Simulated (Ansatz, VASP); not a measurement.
SnO2: VASP beside Ansatz

POSCAR

```
SnO2
1.0
    0.0000000000      2.6261918627      2.5171288781
    2.6261918627      0.0000000000      2.5171288781
    2.6261918627      2.6261918627      0.0000000000
Sn O
1 2
Direct
    0.0000000000      0.0000000000      0.0000000000
    0.2500000000      0.2500000000      0.2500000000
    0.7500000000      0.7500000000      0.7500000000
```

The input INCAR.step1:

```
ALGO = Normal
EDIFF = 1E-4
ENCUT = 520
GGA = PE
ISMEAR = -1
LASPH = True
LCHARG = False
LREAL = False
LWAVE = True
NBANDS = 20
NELM = 100
PREC = Accurate
SIGMA = 0.02
```

INCAR.step2

```
ALGO = Normal
EDIFF = 1E-6
ENCUT = 520
ISIF = 2
ISMEAR = -1
ISTART = 1
LASPH = True
LCHARG = False
LMIXTAU = True
LREAL = False
LWAVE = False
METAGGA = R2SCAN
NBANDS = 20
NELM = 100
PREC = Accurate
SIGMA = 0.02
```

Contents of KPOINTS:

```
k-points
0
Gamma
  8 8 8
```

Input for Ansatz:

```yaml
crystal:
  lattice:
    - [0.0, 2.6261918627, 2.5171288781]
    - [2.6261918627, 0.0, 2.5171288781]
    - [2.6261918627, 2.6261918627, 0.0]
  atoms:
    - { symbol: Sn, position: [0.0, 0.0, 0.0] }
    - { symbol: O, position: [0.25, 0.25, 0.25] }
    - { symbol: O, position: [0.75, 0.75, 0.75] }
kpoints:
  mp_grid: { grid: [8, 8, 8] }
  band_path:
    path:
      - [0.0, 0.0, 0.0]
      - [0.5, 0.0, 0.5]
      - [0.625, 0.25, 0.625]
      - [0.375, 0.375, 0.75]
      - [0.5, 0.5, 0.5]
      - [0.5, 0.25, 0.75]
      - [0.369792, -0.5, -0.130208]
    npoints: 1
hamiltonian:
  xc: r2scan
scf:
  occupations: { method: fermi_dirac, width: 0.02 }
  n_extra_bands: 4
output:
  forces: true
  stress: true
  eigenvalues: true
```

Change from the starting cell: epitaxial_xy strain +3.7%.

Alike in both runs: task single point; functional r2SCAN; k mesh 8 × 8 × 8; occupations fermi-dirac, width 0.02 eV; no spin polarisation.

```csv
,VASP,Ansatz
version,VASP 6.6.1,Ansatz 0.2.0
potentials or method,"VASP PAW PBE potentials, release 64 (Sn_d, O)","plane waves, PAW"
plane-wave cutoff (eV),520,500
valence electrons in the cell,26,26
```

Ansatz gave:

| Item | Value |
| --- | --- |
| pressure (GPa) | -12.3 |
| largest component of the traceless stress (GPa) | 12.36 |

Problem. Which values does VASP return?

Solution. Pressure (GPa): -11.3; largest component of the traceless stress (GPa): 12.34.

Caveats: the PAW data sets were made with another functional, which shifts forces and pressure a little (VASP).
